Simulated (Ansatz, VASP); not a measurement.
## SrO in VASP and in Ansatz

Contents of INCAR:

```
PREC = Accurate
ENCUT = 520
EDIFF = 1E-7
ISMEAR = -1
SIGMA = 0.05
LREAL = F
LASPH = T
NELM = 80
ALGO = Normal
ISIF = 2
LWAVE = F
LCHARG = T
GGA = PE
LELF = T
LVHAR = T
NBANDS = 24
```

File KPOINTS:

```
Automatic mesh
0
Gamma
  9 9 5
```

The input POSCAR:

```
SrO
1.0
    3.5532880902      0.0000000000      0.0000000000
   -1.7766440451      3.0772377531      0.0000000000
    0.0000000000      0.0000000000      6.2173039800
Sr O
2 2
Direct
    0.6688750000      0.3390110000      0.7433660000
    0.3336320000      0.6609980000      0.2579820000
    0.0048470000      0.0154180000      0.5048640000
    0.0103470000      0.0008710000     -0.0039530000
```

Contents of input.yaml:

```yaml
crystal:
  lattice:
    - [3.5532880902, 0.0, 0.0]
    - [-1.7766440451, 3.0772377531, 0.0]
    - [0.0, 0.0, 6.21730398]
  atoms:
    - { symbol: Sr, position: [0.668875, 0.339011, 0.743366] }
    - { symbol: Sr, position: [0.333632, 0.660998, 0.257982] }
    - { symbol: O, position: [0.004847, 0.015418, 0.504864] }
    - { symbol: O, position: [0.010347, 0.000871, -0.003953] }
hamiltonian:
  xc: pbe
  pseudopotentials: { kind: paw }
kpoints:
  mp_grid: { grid: [9, 9, 5] }
scf:
  occupations: { method: fermi_dirac, width: 0.05 }
output:
  forces: true
  stress: true
  eigenvalues: true
```

Change from the starting cell: atoms moved at random, drawn with an rms of 0.05 Å.

Alike in both runs: task single point; functional PBE; k mesh 9 × 9 × 5; occupations fermi-dirac, width 0.05 eV; no spin polarisation.

|  | VASP | Ansatz |
| --- | --- | --- |
| version | VASP 6.6.1 | Ansatz 0.2.0 |
| potentials or method | VASP PAW PBE potentials, release 64 (Sr_sv, O) | Ansatz PAW |
| plane-wave cutoff (eV) | 520 | 420 |
| valence electrons in the cell | 32 | 32 |

VASP gave:

```
gap on the k mesh at the Fermi level (eV)       : 3.03
least direct gap on the mesh (eV)               : 3.06
pressure (GPa)                                  : 2.2
largest component of the traceless stress (GPa) : 0.28
rms of the force components (eV/Å)              : 0.369
```

**Question.** Which values does Ansatz return?

**Answer.** gap on the k mesh at the Fermi level (eV): 3.06; least direct gap on the mesh (eV): 3.06; pressure (GPa): 1.7; largest component of the traceless stress (GPa): 0.27; rms of the force components (eV/Å): 0.364.

Atom by atom the forces differ by 0.006 eV/Å (rms over components).

Caveats: an odd mesh through Γ misses points on the zone boundary, where band edges often lie (VASP); odd divisions of the mesh miss points on the zone boundary, where band edges often lie, so the gap on the mesh can be too wide (Ansatz); the pressure holds a Pulay correction of +0.4 GPa for the finite cutoff (Ansatz).
